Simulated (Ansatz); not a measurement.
System: wurtzite BeO. Method: PBE in Ansatz (plane waves, PAW).

Run with plane-wave cutoff 500 eV, 18×18×8 k mesh (along the axes of the cell as run), gaussian smearing 0.02 eV, scalar-relativistic PAW data made under PBE.

Cell (relaxed at this level):

BeO is modelled in the hexagonal space group P6₃mc (No. 186), the wurtzite structure, Pearson symbol hP4. Conventional cell: a = 2.712 Å, b = 2.712 Å, c = 4.404 Å, α = 90.00°, β = 90.00°, γ = 120.00°. Be on 2b sees 4 O at 1.656–1.664 Å (tetrahedral). O on 2b is coordinated by 4 Be at 1.656–1.664 Å (tetrahedral). (Neighbours: up to the widest gap in distance over summed covalent radii, below 1.35, at either atom; cation-cation and far metal-metal contacts left out.)

Task: Give the computed band gap.

Result: 
band gap: 7.46 eV (on the SCF k mesh)

Measured, for comparison: band gap 11.29 eV (zero-point renormalisation of 699 meV (computed, non-adiabatic AHC, without the lattice-expansion part) added back here; inputs from Miglio et al. (2020), arXiv:2011.12765). Computed (rounded) less measured: band gap -3.83 eV.

Static lattice: no zero-point or thermal effects.

Ansatz is an electronic-structure program.
